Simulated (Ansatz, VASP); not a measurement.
**Cross-check of Al26MoN27 (Mo_Al) between VASP and Ansatz**

One calculation is typed for both programs; each brings its own data sets. How far apart do they land? The cell is taken from a series of runs on this material, whose earlier steps may have relaxed, scaled, displaced or heated it; both programs get it as it stands.

Program: Ansatz 0.2.0. Level of theory: plane waves, with VASP 6.6.1 beside it; single point at r2SCAN. Results are calculated unless marked as measured.

**1. Set-up**

The cell holds 54 atoms: 26 Al, 27 N and 1 Mo. Its edges and angles: a = 9.269 Å, b = 9.269 Å, c = 9.269 Å, α = 60.0°, β = 60.0°, γ = 60.0°. It derives from AlN (AlN (F-43m)). Nearest the centre at fractional (0.333, 0.667, 0.667): Mo54 at 0.03 Å, N44 at 1.97 Å, N43 at 1.98 Å, N35 at 1.99 Å, N41 at 1.99 Å, Al12 at 3.12 Å, Al26 at 3.12 Å, Al16 at 3.13 Å. The cell carries charge +1.

Structure file:

```cif
data_structure
_symmetry_space_group_name_H-M 'P 1'
_symmetry_Int_Tables_number 1
_cell_length_a 9.2690
_cell_length_b 9.2690
_cell_length_c 9.2690
_cell_angle_alpha 60.000
_cell_angle_beta 60.000
_cell_angle_gamma 60.000
_cell_volume 563.10
loop_
_atom_site_label
_atom_site_type_symbol
_atom_site_fract_x
_atom_site_fract_y
_atom_site_fract_z
_atom_site_occupancy
Al1 Al 0.99921 0.99993 0.00103 1
Al2 Al 0.99935 0.00005 0.33363 1
Al3 Al 0.99615 0.00560 0.66621 1
Al4 Al 0.99935 0.33254 0.00115 1
Al5 Al 0.99985 0.33304 0.33412 1
Al6 Al 0.99983 0.33303 0.66720 1
Al7 Al 0.99614 0.66515 0.00666 1
Al8 Al 0.99982 0.66610 0.33412 1
Al9 Al 0.99528 0.66532 0.66640 1
Al10 Al 0.33239 0.99949 0.00059 1
Al11 Al 0.33194 0.00559 0.33042 1
Al12 Al 0.33192 0.00429 0.66619 1
Al13 Al 0.33196 0.32934 0.00666 1
Al14 Al 0.33291 0.33302 0.33412 1
Al15 Al 0.33213 0.32847 0.66640 1
Al16 Al 0.33193 0.66512 0.00537 1
Al17 Al 0.33213 0.66532 0.32956 1
Al18 Al 0.66644 0.99964 0.00073 1
Al19 Al 0.66674 0.99993 0.33349 1
Al20 Al 0.66630 0.99949 0.66667 1
Al21 Al 0.66674 0.33240 0.00103 1
Al22 Al 0.66686 0.33254 0.33363 1
Al23 Al 0.67241 0.32934 0.66621 1
Al24 Al 0.66630 0.66558 0.00059 1
Al25 Al 0.67239 0.66513 0.33042 1
Al26 Al 0.67110 0.66511 0.66619 1
N27 N 0.08325 0.08310 0.08420 1
N28 N 0.08345 0.08306 0.41772 1
N29 N 0.08328 0.08318 0.75073 1
N30 N 0.08346 0.41665 0.08412 1
N31 N 0.08333 0.41652 0.41762 1
N32 N 0.08355 0.41674 0.75076 1
N33 N 0.08328 0.74963 0.08426 1
N34 N 0.08354 0.74966 0.41782 1
N35 N 0.07059 0.75409 0.75514 1
N36 N 0.41688 0.08242 0.08351 1
N37 N 0.41644 0.08316 0.41756 1
N38 N 0.41684 0.08191 0.75113 1
N39 N 0.41644 0.41647 0.08426 1
N40 N 0.41646 0.41673 0.41782 1
N41 N 0.42090 0.40378 0.75514 1
N42 N 0.41684 0.75004 0.08300 1
N43 N 0.42087 0.75406 0.40489 1
N44 N 0.41962 0.75281 0.75389 1
N45 N 0.74976 0.08295 0.08405 1
N46 N 0.74990 0.08309 0.41755 1
N47 N 0.74923 0.08242 0.75116 1
N48 N 0.74990 0.41645 0.08420 1
N49 N 0.74987 0.41664 0.41772 1
N50 N 0.74999 0.41647 0.75073 1
N51 N 0.74923 0.75007 0.08351 1
N52 N 0.74997 0.74963 0.41756 1
N53 N 0.74872 0.75003 0.75113 1
Mo54 Mo 0.33181 0.66500 0.66611 1
```

**2. Ansatz: single point, r2SCAN**

Ansatz runs on its PAW soft_1 files.

With cell and atoms fixed, the geometry can't cause a difference; cores, projectors, grids and the points listed under the comparison can.

File input.yaml:

```yaml
crystal:
  checkpoint: "../qp1_M2.relax.run"
  host: checkpoint
total_charge: 1
basis:
  ecutwfc: 500
  xc_grid: 2
hamiltonian:
  xc: r2scan
  pseudopotentials: { kind: paw, azcp: { folder: soft_1 } }
kpoints:
  mp_grid: { grid: [2, 2, 2], shift: [0.5, 0.5, 0.5] }
magnetization:
  spin_polarized: true
  initial_magnetization: 2
  spin_locking: { lock_magnetization: hard }
scf:
  occupations: { method: fermi_dirac, width: 0.01 }
  max_iter: 60
output:
  forces: true
  eigenvalues: true
  charged_corrections:
    epsilon: 4.64
    static_epsilon: 8.51
    defect_position: [0.333333, 0.666667, 0.666667]
  eigenstates: { localisation: true }
  populations: true
  efg: {}
checkpoint:
  read: "../qp1_M2.relax.run"
  write: "../qp1_M2.point.run"
  compress: false
  write_wavefunctions: false
  write_every: 100000
```

Command:

```console
ansatz run input.yaml --threads 4 --pin off --max-ram 7536MiB --backend cpu --events-out ev --progress --plain --runs-dir out
```

Numbers of over 12 decimals in the logs are rounded to 6 here.

The program printed:

```text
Warning: This run holds its total moment fixed (magnetization.spin_locking.lock_magnetization: hard) and mixes its density by anderson or broyden (scf.mixing.algorithm, typed or taken by auto). Slabs with a fixed moment have converged under broyden above another state at the same moment, at the default mixing steps and at smaller ones, and under scf.lower_state_search: standard, light or off a state that such a mixer [...]
crystal.checkpoint: the structure is that of <dir>, a `relax` run, at its step 6: its result, under r2scan at a charge of 1 e; 54 atoms read, 1 with a starting moment; crystal.structure_sha256 for this input is
Mo: output.efg is read without spin–orbit coupling, which moves field gradients at and beside such atoms by some per cent and up to a factor of two; PAW files take it under magnetization.noncollinear and magnetization.spin_orbit
Engine: ansatz 0.2.0, aarch64-unknown-linux-gnu
Pseudopotentials: kind: paw
Pseudopotential: Al, paw, valence charge 3, recommended cutoff 500 eV (meta_gga), soft_1/Al.paw.azcp
Pseudopotential: N, paw, valence charge 5, recommended cutoff 500 eV (meta_gga), soft_1/N.paw.azcp
Pseudopotential: Mo, paw, valence charge 14, recommended cutoff 500 eV (meta_gga), soft_1/Mo.paw.azcp
Functional definition: r2SCAN
  parameter k0 = 0.174
  parameter k1 = 0.065
  parameter a1 = 4.9479
  exchange = r2scan_x(k0 = k0, k1 = k1, a1 = a1)
  correlation = r2scan_c
Crystal: 54 atoms, lattice volume = 563.102 Å³
Basis set: ecut = 500 eV, 14331 PW (Γ), exchange–correlation on 144×144×144 points (8 copies of the dense FFT grid, shifted against one another)
Bands: 168, of which v1, the nominal top of the filled ones, is band 113 counted from 1 (112 counted from 0)
Symmetry: 1 space group operations
Space group: P1 (ITA 1), of the structure as read, at distance tolerance 8.3e-5 Å
Magnetic group: BNS 1.1 (UNI 1), of the structure as read, at distance tolerance 8.3e-5 Å
k-points: 4 of 8 (time reversal used)
Non-local potential: Al, projectors of the file, l = 0: 2, l = 1: 2, l = 2: 1
Non-local potential: N, projectors of the file, l = 0: 2, l = 1: 2, l = 2: 1
Non-local potential: Mo, projectors of the file, l = 0: 3, l = 1: 2, l = 2: 2, l = 3: 1
PAW form: soft (Blöchl's): semilocal exchange-correlation on the pseudo side does not see the compensation charge
PAW frozen core: Al, regenerated for the run's functional (the file was generated under x = pbe(κ = 0.804, μ = 0.219515), c = pbe(β = 0.066725))
PAW frozen core: N, regenerated for the run's functional (the file was generated under x = pbe(κ = 0.804, μ = 0.219515), c = pbe(β = 0.066725))
PAW frozen core: Mo, regenerated for the run's functional (the file was generated under x = pbe(κ = 0.804, μ = 0.219515), c = pbe(β = 0.066725))
PAW one-centre angular grid: Al, 302 points (default); XC on 160 Gauss nodes
PAW one-centre angular grid: N, 302 points (default); XC on 160 Gauss nodes
PAW one-centre angular grid: Mo, 590 points (default); XC on 160 Gauss nodes
Initial density: read from a saved state, or passed on in memory by an earlier SCF of this step, an earlier step, the calling program or the single point that the run made first
Stability of the state it starts from, as read at its close in the collinear treatment: not read, because the mixer in use, unlike msr1, does not test its closes by its own steps (another_mixer); its run was given moments
Starting moments: Σ|m| = 2 μB on 1 of 54 sites; this step starts from the density that it was given
Initial wavefunctions: pseudopotential atomic-orbital guess — the wavefunctions supplied were not used: k-point sampling differs
Functional: x = r2scan, c = r2scan; τ floored in thin density (d = 2e-4 eV/Å³)
iter 1 solved again at ethr=2.65e-5 eV; its pass at ethr=3.10e-3 eV (dr2=5.99e-2 eV) is discarded
SCF iter   1: F=—  HF=-29499.880643 eV  |F-HF|=—  |Δ(HF+E_count)|=         —  Δρ=1.80e-3 (↑1.80e-3 ↓1.76e-3)  dr2=6.16e-2  dr2_τ=1.37e-3  dr2_m=3.17e-4  M=2.000 μB ∫|m|=2.157 μB  β_m=1.20  ethr=2.65e-5  ⟨swp⟩=9.2  Hψ=9878  notcnv=0
preconditioner: auto → Resta (q_TF=auto, 2.343 Å⁻¹)  ε∞=3.8  [insulator: Δε(μ)=1.378 eV  Ē_g=13.850 eV  σ=0.010 eV  W_gap=1.00  n_scr=112 (ndim 8)  ℏωp=23.1 eV  f_vac=0.000  D(μ)=0.00/eV (n_scr^D=0)  ε∞_Penn≈3.8]
spin=Collinear: Resta preconditioning applied to the charge; magnetization (m = ρ↑ − ρ↓) channel mixes plain (no charge-response kernel on spin).
[...]
F (periodic)     = -29499.870296  (uncorrected; the corrections below are reported, never added to it)
  E_corr1          = +0.542727  (monopole, q²α_M/2εL)
  F Makov-Payne    = n/a  (the rows are of the electrons' constant alone; ansatz place-levels tells what screens the charge)
  no potential alignment in this run, which stands beside a crystal: run the host's input off ansatz write-host-input, and read the two finished runs by ansatz place-levels (neither reads a slab, a wire or a sheet, whose cell leaves a vacuum)
--- Band table (eV; the first three rows and the last of 8) ---
  k-point 0 ↑: bands = [... 109 lower, 6.7572, 6.9908, 6.9909, 9.1288, 9.1291, 10.9707, 11.1359, 11.1363, ... 51 higher]
  k-point 1 ↑: bands = [... 109 lower, 6.7632, 6.8472, 6.9389, 9.1688, 9.2463, 10.6411, 11.0188, 11.0905, ... 51 higher]
  k-point 2 ↑: bands = [... 109 lower, 6.7631, 6.8472, 6.9390, 9.1690, 9.2461, 10.6406, 11.0190, 11.0907, ... 51 higher]
  k-point 3 ↓: bands = [... 109 lower, 6.7750, 6.8543, 6.9490, 10.8771, 11.3023, 11.3467, 11.4609, 11.5178, ... 51 higher]
--- Löwdin populations: 54 sites ---
  site symbol       q [e]    m [muB]
     0     Al      1.8774     0.0001
     1      N      6.0394     0.0000
     2     Al      1.8778     0.0001
     3      N      6.0401     0.0002
     4     Al      1.8930     0.0095
     5      N      6.0402     0.0004
     6     Al      1.8778     0.0001
     7      N      6.0400     0.0002
     8     Al      1.8827    -0.0002
     9      N      6.0367    -0.0001
    10     Al      1.8825    -0.0002
    11      N      6.0392    -0.0000
    12     Al      1.8930     0.0095
    13      N      6.0402     0.0004
    14     Al      1.8825    -0.0002
    15      N      6.0392    -0.0000
    16     Al      1.8932     0.0105
    17      N      5.8835     0.0316
    18     Al      1.8692     0.0007
    19      N      6.0436     0.0031
    20     Al      1.8930     0.0095
    21      N      6.0403     0.0004
    22     Al      1.8920     0.0099
    23      N      6.0448     0.0031
[...]
46     Al      1.8930     0.0095
    47      N      6.0403     0.0004
    48     Al      1.8692     0.0007
    49      N      6.0436     0.0031
    50     Al      1.8930     0.0095
    51      N      6.0403     0.0004
    52     Al      1.8920     0.0099
    53      N      6.0448     0.0031
  spilling = 0.007479 (of n_electrons = 226.000000)
```

**3. VASP: single point, r2SCAN**

The same cell, functional, mesh and smearing now go to VASP, with its own data sets.

Lines of VASP's logs that name or quote its potential files are left out, and so is its time.

File INCAR:

```
SYSTEM = Al26MoN27
PREC = Accurate
ENCUT = 580
EDIFF = 1E-06
NELM = 200
ISMEAR = -1
SIGMA = 0.01
LREAL = Auto
ALGO = Normal
METAGGA = R2SCAN
LASPH = .TRUE.
NELECT = 226
NBANDS = 152
ISPIN = 2
MAGMOM = 0 0 0 0 -0 -0 0 -0 0 0 0 0 0 -0 0 0 0 0 0 0 0 0 0 0 0 0 -0 0 0 0 -0 -0 0 -0 0.03 0 0 0 0 -0 0.03 0 0.03 0.03 -0 -0 0 -0 0 0 0 0 0 0.98
LMAXMIX = 4
LORBIT = 11
LWAVE = .FALSE.
LCHARG = .FALSE.
ISIF = 2
ISYM = 0
NUPDOWN = 2
GGA_COMPAT = .FALSE.
LMIXTAU = .TRUE.
KPAR = 4
```

File POSCAR:

```
Al26MoN27
1.0
    0.0000000000      6.5541898631      6.5541898631
    6.5541898631      0.0000000000      6.5541898631
    6.5541898631      6.5541898631      0.0000000000
Al N Mo
26 27 1
Direct
    0.9992059721      0.9999317971      0.0010321258
    0.9993511100      0.0000492849      0.3336328142
    0.9961512038      0.0055989476      0.6662063541
    0.9993464471      0.3325378944      0.0011487742
    0.9998491328      0.3330405801      0.3341170398
    0.9998336725      0.3330251198      0.6671994919
    0.9961442726      0.6651501147      0.0066561388
    0.9998246030      0.6660984811      0.3341188774
    0.9952833664      0.6653229089      0.6664012348
    0.3323895812      0.9994897960      0.0005885212
    0.3319385554      0.0055851802      0.3304211704
    0.3319206791      0.0042908531      0.6661938518
    0.3319586674      0.3293357198      0.0066561388
    0.3329070339      0.3330160503      0.3341188774
    0.3321314616      0.3284748137      0.6664012348
    0.3319287265      0.6651201738      0.0053744466
    0.3321282875      0.6653197347      0.3295565145
    0.6664447424      0.9996361897      0.0007266265
    0.6667394379      0.9999308852      0.3334911994
    0.6663013283      0.9994927756      0.6666694729
    0.6667403498      0.3323974194      0.0010321258
    0.6668578376      0.3325425573      0.3336328142
    0.6724075003      0.3293426511      0.6662063541
    0.6662983487      0.6655810285      0.0005885212
    0.6723937329      0.6651300028      0.3304211704
    0.6710994058      0.6651121263      0.6661938518
    0.0832543546      0.0830955587      0.0841964803
    0.0834516247      0.0830642304      0.4177169418
    0.0832799419      0.0831766197      0.7507252722
    0.0834611000      0.4166525473      0.0841229572
    0.0833290620      0.4165205092      0.4176198644
    0.0835460467      0.4167374940      0.7507556667
    0.0832790785      0.7496329698      0.0842631943
    0.0835400728      0.7496551221      0.4178167020
    0.0705913935      0.7540882564      0.7551367721
    0.4168795418      0.0824205041      0.0835068790
    0.4164382456      0.0831626418      0.4175614796
    0.4168395777      0.0819065197      0.7511269874
    0.4164415225      0.4164705258      0.0842631943
    0.4164636748      0.4167315201      0.4178167020
    0.4208968091      0.4037828407      0.7551367721
    0.4168437638      0.7500352110      0.0830028867
    0.4208655516      0.7540569988      0.4048918917
    0.4196197680      0.7528112153      0.7538916742
    0.7497563378      0.0829477851      0.0840467755
    0.7499017544      0.0830932017      0.4175463871
    0.7492255195      0.0824169668      0.7511632964
    0.7499041114      0.4164458018      0.0841964803
    0.7498727832      0.4166430720      0.4177169418
    0.7499851724      0.4164713892      0.7507252722
    0.7492290568      0.7500709891      0.0835068790
    0.7499711946      0.7496296929      0.4175614796
    0.7487150724      0.7500310250      0.7511269874
    0.3318106259      0.6650020732      0.6661065961
```

File KPOINTS:

```
Points of the shifted mesh
8
Reciprocal
 0.2500000000  0.2500000000  0.2500000000 1
 0.2500000000  0.2500000000  0.7500000000 1
 0.2500000000  0.7500000000  0.2500000000 1
 0.2500000000  0.7500000000  0.7500000000 1
 0.7500000000  0.2500000000  0.2500000000 1
 0.7500000000  0.2500000000  0.7500000000 1
 0.7500000000  0.7500000000  0.2500000000 1
 0.7500000000  0.7500000000  0.7500000000 1
```

The projector-augmented-wave data sets are Al, N and Mo_sv (PBE family, release 64).

Command:

```console
mpirun -np 8 vasp_std
```

The program printed:

```text
[banner, memory and clock lines left out]
running    8 mpi-ranks, on    1 nodes
[...]
|                                                                             |
|           W    W    AA    RRRRR   N    N  II  N    N   GGGG   !!!           |
|           W    W   A  A   R    R  NN   N  II  NN   N  G    G  !!!           |
|           W    W  A    A  R    R  N N  N  II  N N  N  G       !!!           |
|           W WW W  AAAAAA  RRRRR   N  N N  II  N  N N  G  GGG   !            |
|           WW  WW  A    A  R   R   N   NN  II  N   NN  G    G                |
|           W    W  A    A  R    R  N    N  II  N    N   GGGG   !!!           |
|                                                                             |
|     For optimal performance we recommend to set                             |
|       NCORE = 2 up to number-of-cores-per-socket                            |
|     NCORE specifies how many cores store one orbital (NPAR=cpu/NCORE).      |
|     This setting can greatly improve the performance of VASP for DFT.       |
[...]
DAV:   5    -0.664965821089E+03   -0.34857E-01   -0.34822E-01  5936   0.161E+00BRMIX: very serious problems
 the old and the new charge density differ
 old charge density:   227.00000 new  226.00000
BRMIX: very serious problems
 the old and the new charge density differ
 old charge density:   227.00000 new  226.00000
BRMIX: very serious problems
 the old and the new charge density differ
 old charge density:   227.00000 new  226.00000
BRMIX: very serious problems
 the old and the new charge density differ
 old charge density:   227.00000 new  226.00000
    0.597E+01
DAV:   6    -0.559919921339E+03    0.10505E+03   -0.29782E+02  5552   0.386E+01    0.285E+01
DAV:   7    -0.538928643964E+03    0.20991E+02   -0.35664E+01  5280   0.195E+01    0.204E+01
DAV:   8    -0.540806284895E+03   -0.18776E+01   -0.39307E+00  5424   0.650E+00    0.117E+01
DAV:   9    -0.540467802295E+03    0.33848E+00   -0.17353E+00  5520   0.424E+00    0.379E+00
[...]
DAV:  18    -0.540736939548E+03    0.25810E-05   -0.51667E-06  5568   0.716E-03    0.488E-03
DAV:  19    -0.540736941593E+03   -0.20444E-05   -0.16467E-06  3424   0.521E-03    0.216E-03
DAV:  20    -0.540736940821E+03    0.77227E-06   -0.83420E-07  2816   0.320E-03
   1 F= -.54073694E+03 E0= -.54073694E+03  d E =-.783711E-12  mag=     2.0000
```

OUTCAR, selected parts (step 3):

```text
  FREE ENERGIE OF THE ION-ELECTRON SYSTEM (eV)
  ---------------------------------------------------
  free  energy   TOTEN  =      -540.7369408205 eV

  energy  without entropy=     -540.7369408205  energy(sigma->0) =     -540.73694082

 magnetization (x)
# of ion       s       p       d       tot
------------------------------------------
    1        0.000  -0.000   0.000  -0.000
    2        0.000  -0.000   0.000  -0.000
    3        0.003   0.004   0.000   0.006
    4        0.000  -0.000   0.000  -0.000
    5       -0.000  -0.000   0.000  -0.000
    6       -0.000  -0.000   0.000  -0.000
    7        0.003   0.004   0.000   0.006
    8       -0.000  -0.000   0.000  -0.000
    9        0.003   0.004   0.000   0.007
   10        0.000   0.000   0.000   0.000
   11        0.003   0.004   0.000   0.006
   12        0.003   0.004   0.000   0.006
   13        0.003   0.004   0.000   0.006
[...]
--------------------------------------------------
tot          0.058   0.152   1.556   1.766
```

The cell holds one magnetic atom, so no antiferromagnetic order fits into it.

**4. Differences**

Known differences besides the potentials themselves: VASP starts from the moments at which Ansatz ended; VASP keeps PBE cores, Ansatz makes them for the functional; the cutoff is 500 eV in Ansatz and 580 eV in VASP (PREC = Accurate, projectors in real space); site moments are counted in spheres of each program's own size. Total energies have different zeros and are not compared.

The two programs side by side:

| quantity | Ansatz | VASP | difference |
| --- | --- | --- | --- |
| total moment, fixed by the input (μB) | 2.00 | 2.00 | 0.00 |
| moment on Mo54 (μB) | 0.98 | 1.59 | -0.61 |

Forces on 7 of the 54 atoms, those with the largest forces and the largest differences (eV/Å; atoms numbered as in POSCAR):

| atom | Ansatz x, y, z | VASP x, y, z |
| --- | --- | --- |
| Al9 | 0.027, 0.072, 0.073 | 0.040, 0.074, 0.069 |
| Al15 | 0.071, 0.029, 0.070 | 0.080, 0.033, 0.071 |
| Al17 | 0.074, 0.071, 0.026 | 0.078, 0.075, 0.029 |
| N35 | -0.063, -0.038, -0.039 | -0.022, -0.076, -0.077 |
| N41 | -0.037, -0.064, -0.038 | -0.075, -0.023, -0.078 |
| N43 | -0.039, -0.040, -0.062 | -0.077, -0.079, -0.021 |
| Mo54 | 0.083, 0.083, 0.083 | 0.083, 0.084, 0.084 |

The forces differ by 11 meV/Å r.m.s., which is 24.7 % of the r.m.s. force of 0.045 eV/Å (both taken over all components). The cell carries a charge of +1 e against a uniform background, so its pressure also hangs on how the neutralising background is counted, and in a defect's cell a gap may be the spacing between its levels.

**5. Results**

```
r.m.s. force difference (single point, r2SCAN) : 11 meV/Å
```

What this shows: The r.m.s. force difference is 11 meV/Å (single point, r2SCAN), within the 12 meV/Å picked in this series as the mark of a large difference. Such differences can come from data sets, numerical settings and the points named under the comparisons, not from the functional's error against experiment.

[Lines on the potential files, build, host, timing and source positions are cut from VASP's logs without a mark.]

[Logs are printed without paths, hosts, clocks, repeated set-up lines and the standing remarks that a program may print on its own settings, such as how far it seeks lower states.]

[Hosts, paths, dates, database ids (printed as entryN), source tags and the programs' standing remarks are cut or masked in the printed files.]
